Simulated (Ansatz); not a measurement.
# Re12H: the cost of one run

Method: DFT PBEsol, plane waves, PAW, scalar-relativistic, no spin polarisation, in Ansatz 0.2.0.

## (1) The starting structure

The cell holds 13 atoms (HRe12): a = 5.520 Å, b = 8.280 Å, c = 4.457 Å, α = 90.00°, β = 90.00°, γ = 120.00°.

Structure file:

```
CELL_PARAMETERS angstrom
5.52000 0.00000 0.00000
-4.14000 7.17069 0.00000
0.00000 0.00000 4.45740
ATOMIC_POSITIONS crystal
Re 0.00000 0.00000 0.00000
Re 0.16667 0.22222 0.50000
Re 0.00000 0.33333 0.00000
Re 0.16667 0.55556 0.50000
Re 0.00000 0.66667 0.00000
Re 0.16667 0.88889 0.50000
Re 0.50000 0.00000 0.00000
Re 0.66667 0.22222 0.50000
Re 0.50000 0.33333 0.00000
Re 0.66667 0.55556 0.50000
Re 0.50000 0.66667 0.00000
Re 0.66667 0.88889 0.50000
H 0.32743 0.44743 0.25597
```

## (2) Relaxing the start

Contents of input.yaml:

```yaml
crystal:
  lattice:
    - [5.52, 0.0, 0.0]
    - [-4.14, 7.17069, 0.0]
    - [0.0, 0.0, 4.4574]
  atoms:
    - { symbol: Re, position: [0.0, 0.0, 0.0] }
    - { symbol: Re, position: [0.1666667, 0.2222222, 0.5] }
    - { symbol: Re, position: [0.0, 0.3333333, 0.0] }
    - { symbol: Re, position: [0.1666667, 0.5555556, 0.5] }
    - { symbol: Re, position: [0.0, 0.6666667, 0.0] }
    - { symbol: Re, position: [0.1666667, 0.8888889, 0.5] }
    - { symbol: Re, position: [0.5, 0.0, 0.0] }
    - { symbol: Re, position: [0.6666667, 0.2222222, 0.5] }
    - { symbol: Re, position: [0.5, 0.3333333, 0.0] }
    - { symbol: Re, position: [0.6666667, 0.5555556, 0.5] }
    - { symbol: Re, position: [0.5, 0.6666667, 0.0] }
    - { symbol: Re, position: [0.6666667, 0.8888889, 0.5] }
    - { symbol: H, position: [0.3274341, 0.4474265, 0.2559739] }
basis:
  ecutwfc: 420.0
kpoints:
  mp_grid: { grid: [2, 2, 2] }
hamiltonian:
  xc: pbesol
scf:
  occupations: { method: fermi_dirac, width: 0.05 }
  lower_state_search: "off"
relax:
  f_tol: 0.08
  max_steps: 25
  adjacent_minimum: "off"
```

Command:

```console
$ ansatz run input.yaml --threads 2 --pin off --max-ram 5120MiB --backend cpu --events-out ev --progress --plain --runs-dir out
```

What time and memory should one allow on 2 threads of Arm Neoverse V2, shared host?

About 21 s, with a peak of 0.55 GiB.
